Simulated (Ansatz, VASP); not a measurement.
**Zn: VASP beside Ansatz**

INCAR

```
SYSTEM = Zn
PREC = Accurate
ENCUT = 520
EDIFF = 1E-6
ISMEAR = 0
SIGMA = 0.15
LREAL = .False.
LASPH = .True.
NELM = 100
ALGO = Fast
ISIF = 2
LWAVE = .False.
LCHARG = .False.
GGA = CA
NBANDS = 12
```

KPOINTS

```
Automatic mesh
0
Gamma
  24 24 24
  0 0 0
```

Contents of POSCAR:

```
Zn
1.0
   -1.9288052462      1.5887727104      1.5887727104
    1.5887727104     -1.9288052462      1.5887727104
    1.5887727104      1.5887727104     -1.9288052462
Zn
1
Direct
    0.0000000000      0.0000000000      0.0000000000
```

Input for Ansatz:

```yaml
crystal:
  lattice:
    - [-1.9288052462, 1.5887727104, 1.5887727104]
    - [1.5887727104, -1.9288052462, 1.5887727104]
    - [1.5887727104, 1.5887727104, -1.9288052462]
  atoms:
    - { symbol: Zn, position: [0.0, 0.0, 0.0] }
basis:
  ecutwfc: 420
kpoints:
  mp_grid: { grid: [24, 24, 24] }
hamiltonian:
  xc: lda
scf:
  occupations: { method: gaussian, width: 0.15 }
output:
  forces: true
  stress: true
  eigenvalues: true
```

Alike in both runs: task single point; functional LDA; k mesh 24 × 24 × 24; occupations gaussian, width 0.15 eV; no spin polarisation.

|  | VASP | Ansatz |
| --- | --- | --- |
| version | VASP 6.6.1 | Ansatz 0.2.0 |
| potentials or method | VASP PAW LDA potentials, release 64 (Zn) | scalar-relativistic, plane waves, PAW |
| plane-wave cutoff (eV) | 520 | 420 |
| valence electrons in the cell | 12 | 12 |

Ansatz gave:

| Property | Result |
| --- | --- |
| gap on the k mesh at the Fermi level (eV) | none |
| pressure (GPa) | 9.7 |
| largest component of the traceless stress (GPa) | 18.04 |

Estimate VASP's values.

gap on the k mesh at the Fermi level (eV): none; pressure (GPa): 10.1; largest component of the traceless stress (GPa): 18.57.

A gap of «none» marks a metal or a gap that the smearing closes.
